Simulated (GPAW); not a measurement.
**PbSe (Clausthalite) in GPAW: the effect of kernel**

The system is PbSe (Clausthalite).

```
Pb Se
1.0
     0.00000    3.06065    3.06065
     3.06065    0.00000    3.06065
     3.06065    3.06065    0.00000
Pb Se
1 1
Direct
  0.00000 0.00000 0.00000
  0.50000 0.50000 0.50000
```

Alike in all runs:

```yaml
Program: GPAW 26.7.0
Task: dielectric tensor
Functional: PBE
Potentials_or_basis: GPAW PAW data sets (gpaw-data 1.2.1)
Cutoff: 500 eV
Basis: pw
k_mesh: 6 × 6 × 6
Occupations: fermi-dirac, width 0.001 eV
Spin: no spin polarisation
```

```tsv
kernel	dielectric constant (mean)
RPA	21.41
ALDA	22.26
Bootstrap	22.29
LR0.1	?
LR0.2	31.27
LR0.3	40.92
```

**Question.** What does the run with kernel LR0.1 give?

**Answer.** Dielectric constant 25.38 mean.

Caveats: the long-wavelength limit can be off by a per cent or two.
